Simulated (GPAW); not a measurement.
Ge:

```
Ge
1.0
     0.00000    2.82891    2.82891
     2.82891    0.00000    2.82891
     2.82891    2.82891    0.00000
Ge
2
Direct
  0.75000 0.75000 0.75000
  0.50000 0.50000 0.50000
```

```yaml
Program: GPAW 26.7.0
Task: relaxation of cell and atoms
Functional: revPBE
Potentials_or_basis: the program's PAW data sets (release 1.2.1) made for this functional
Cutoff: 600 eV
Basis: pw
k_mesh: 8 × 8 × 8
Occupations: fermi-dirac, width 0.05 eV
Spin: no spin polarisation
```

At the start: pressure 5.2 GPa; volume 22.64 Å³/atom.

Q: Where does the relaxation end?

A: Over 12 steps the energy falls by 27.8 meV/atom and the volume is 24.51 Å³/atom (+8.3 %); space group Fd-3m (No. 227, to 0.05 Å).

Step by step:
| step | energy change (eV) | largest force (eV/Å) | pressure (GPa) | volume (Å³) |
| --- | --- | --- | --- | --- |
| 1 | 0.0000 | 0.0000 | 5.20 | 45.28 |
| 2 | -0.0150 | 0.0000 | 4.36 | 45.78 |
| 3 | -0.0364 | 0.0000 | 2.90 | 46.72 |
| 4 | -0.0523 | 0.0000 | 1.14 | 47.99 |
| 5 | -0.0548 | 0.0000 | -0.55 | 49.41 |
| 6 | -0.0548 | 0.0000 | -0.54 | 49.39 |
| 7 | -0.0549 | 0.0000 | -0.50 | 49.36 |
| 8 | -0.0551 | 0.0000 | -0.45 | 49.32 |
| 9 | -0.0552 | 0.0000 | -0.39 | 49.26 |
| 10 | -0.0554 | 0.0000 | -0.31 | 49.19 |
| 11 | -0.0555 | 0.0000 | -0.22 | 49.11 |
| 12 | -0.0556 | 0.0000 | -0.13 | 49.03 |

Final structure:
```yaml
crystal:
  lattice:
    - [0.00000, 2.90493, 2.90493]
    - [2.90493, 0.00000, 2.90493]
    - [2.90493, 2.90493, 0.00000]
  atoms:
    - { symbol: Ge, position: [0.75000, 0.75000, 0.75000] }
    - { symbol: Ge, position: [0.50000, 0.50000, 0.50000] }
```

The cell as given is a measured one (22.64 Å³/atom); revPBE puts the equilibrium volume +8.3 % from it, thermal expansion not counted.

Caveat: later steps reuse the first step's grids.
